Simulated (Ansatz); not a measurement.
Os:

```xyz
2
Lattice="2.7341 0.0000 0.0000 -1.3671 2.3678 0.0000 0.0000 0.0000 4.3197" Properties=species:S:1:pos:R:3 pbc="T T T"
Os    1.3671    0.7893    3.2398
Os    0.0000    1.5785    1.0799
```

```yaml
Program: Ansatz 0.2.0
Task: relaxation of cell and atoms
Functional: HSE03
Potentials_or_basis: Ansatz PAW
Cutoff: "420 eV (not typed: the program's choice for these potentials)"
k_mesh: 6 × 6 × 3
Occupations: fermi-dirac, width 0.05 eV
Spin: no spin polarisation
```

At the start: volume 13.98 Å³/atom.

Problem. How do energy, volume and symmetry change on relaxing?

Solution. It ends after 4 steps and the volume is 13.86 Å³/atom (-0.9 %); space group P6_3/mmc (No. 194, to 0.05 Å).

The path:
```csv
step,energy change (eV),largest force (eV/Å),volume (Å³)
1,0.0000,0.0000,27.96
2,-0.0052,0.0000,27.74
3,-0.0053,0.0000,27.72
4,-0.0051,0.0000,27.72
```

Final structure:
```
CELL_PARAMETERS angstrom
2.73352 0.00000 0.00000
-1.36676 2.36730 0.00000
0.00000 0.00000 4.28426
ATOMIC_POSITIONS crystal
Os 0.66667 0.33333 0.75000
Os 0.33333 0.66667 0.25000
```

Caveat: the k mesh is coarse (spacing up to 0.48 Å⁻¹), so the values aren't converged, least of all with exact exchange; the plane-wave basis is chosen anew once the cell has moved, so the energies of steps on either side of that aren't comparable; the PAW data sets come from PBE, with cores solved anew for the run's functional, which leaves a small shift of forces and pressure.
